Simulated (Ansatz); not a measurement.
# Scan of one atom of the cell for RuO2 (rutile)

Relaxed RuO2 (rutile):

```
CELL_PARAMETERS angstrom
      4.47993     0.00000     0.00000
      0.00000     4.47993     0.00000
      0.00000     0.00000     3.10691
ATOMIC_POSITIONS crystal
  Ru 0.50000 0.50000 0.50000
  Ru 0.00000 0.00000 0.00000
  O  0.80532 0.80532 0.50000
  O  0.30532 0.69468 0.00000
  O  0.69468 0.30532 0.00000
  O  0.19468 0.19468 0.50000
```

Scan: atom 1 (Ru, nearest neighbour O at 1.934 Å; its periodic images, 3.1 Å or more away, move with it) is displaced along Cartesian x, direction (1.000, 0.000, 0.000) in Cartesian axes, by s. The other atoms stay.

Level of theory: r2SCAN (plane waves to 500 eV, PAW, scalar-relativistic; Ansatz, a program for electronic structure). k mesh 9×9×12 (Γ-centred), Fermi-Dirac smearing 0.05 eV. E stands for the smeared free energy. Compression counts positive. Left out: 2 of 11 points, with atoms too close for the PAW data. With partly filled bands, energies and forces of such displacements shift with the k mesh and the smearing. F∥ is the force on the atom along that direction. F⊥ is the part of the force across the line. RuO2 is run without spin polarisation and with no Hubbard U. RuO2 was relaxed with its symmetry unable to fall. ΔE is measured from the undisplaced structure.

| s (Å) | ΔE (meV/cell) | F∥ (eV/Å) | |F⊥| (eV/Å) | P (GPa) |
|---|---|---|---|---|
| -0.464 | 3086 | 12.837 | 2.305 | 18.6 |
| -0.348 | 1751 | 10.041 | 0.648 | 10.6 |
| -0.232 | 776 | 6.731 | 0.061 | 4.7 |
| -0.116 | 193 | 3.334 | 0.162 | 1.2 |
| 0.000 | 0 | 0.000 | 0.000 | 0.0 |
| 0.116 | 193 | -3.334 | 0.162 | 1.2 |
| 0.232 | 776 | -6.731 | 0.061 | 4.7 |
| 0.348 | 1751 | -10.041 | 0.648 | 10.6 |
| 0.464 | 3086 | -12.837 | 2.305 | 18.6 |

Read from the data:

- Energy at s = 0.464 Å: 3086 meV/cell
- Force along the line at s = -0.464 Å: 12.8 eV/Å
- Symmetry of the curve: even: the same for both signs
- Shape of the curve: a single well with its minimum at or next to zero displacement
- Force constant k = d²E/ds² at s = 0 (finite differences): 28.6 eV/Å²
- Harmonic estimate at the end of the scan: ½ks² = 3084 meV/cell against the computed 3086 meV/cell, so the well is close to harmonic there

(A displaced cell: forces are minus the slopes of the energy, force constants its curvatures, and phonons follow from these.)
